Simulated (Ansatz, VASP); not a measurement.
## One calculation of NaF, two programs

```xyz
2
Lattice="0.0000 2.3500 2.3500 2.3500 0.0000 2.3500 2.3500 2.3500 0.0000" Properties=species:S:1:pos:R:3 pbc="T T T"
Na    0.0000    0.0000    0.0000
F     2.3500    2.3500    2.3500
```

Alike in both runs: functional PBE; k mesh 8 × 8 × 8; occupations gaussian, width 0.02 eV; no spin polarisation.

Ansatz relaxed the structure, and its values are those at the end. VASP's run is a single point on that final structure, the one shown.

|  | VASP | Ansatz |
| --- | --- | --- |
| version | VASP 6.6.1 | Ansatz 0.2.0 |
| potentials or method | VASP PAW PBE potentials, release 64 (Na_pv, F) | scalar-relativistic, plane waves, PAW |
| plane-wave cutoff (eV) | 520 | 420 |
| valence electrons in the cell | 14 | 16 |

Ansatz gave:

| Quantity | Value |
| --- | --- |
| gap on the k mesh at the Fermi level (eV) | 6.09 |
| least direct gap on the mesh (eV) | 6.09 |
| pressure (GPa) | 0.0 |

Problem. What did VASP give for the same quantities?

Solution. gap on the k mesh at the Fermi level (eV): 6.08; least direct gap on the mesh (eV): 6.08; pressure (GPa): -0.1.

The functional is the same, so the differences come from potentials, cutoffs and numerics. The two sets of potentials don't hold the same shells in valence.

PBE gaps usually lie below the measured ones, often by a third to a half.
